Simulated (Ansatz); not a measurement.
A run of Ansatz 0.2.0 is set up as follows.

Contents of input.yaml:

```yaml
crystal:
  lattice:
    - [2.4719999032, 0.0, 0.0]
    - [-1.2359999516, 2.1408147143, 0.0]
    - [0.0, 0.0, 4.02114408]
  atoms:
    - { symbol: Co, position: [0.6666666667, 0.3333333333, 0.75], spin: 2.0 }
    - { symbol: Co, position: [0.3333333333, 0.6666666667, 0.25], spin: 2.0 }
hamiltonian:
  xc: pbe
  pseudopotentials: { kind: paw }
magnetization:
  spin_polarized: true
kpoints:
  mp_grid: { grid: [12, 12, 7] }
scf:
  occupations: { method: gaussian, width: 0.013 }
output:
  forces: true
  stress: true
  eigenvalues: true
```

Potentials or basis: Ansatz PAW.

Command:

```sh
$ ansatz run input.yaml --threads 2 --pin off --max-ram 5632MiB --backend cpu --events-out ev --progress --plain --runs-dir out
```

Question: What does it give for the band gap on the k mesh?

Answer: None (metal or under the smearing width).

Question: What does it give for the absolute moment?

Answer: 3.53 μB per cell.

Stress tensor (GPa, compression positive):
```
5.91 0.00 0.00
0.00 5.91 0.00
0.00 0.00 2.42
```
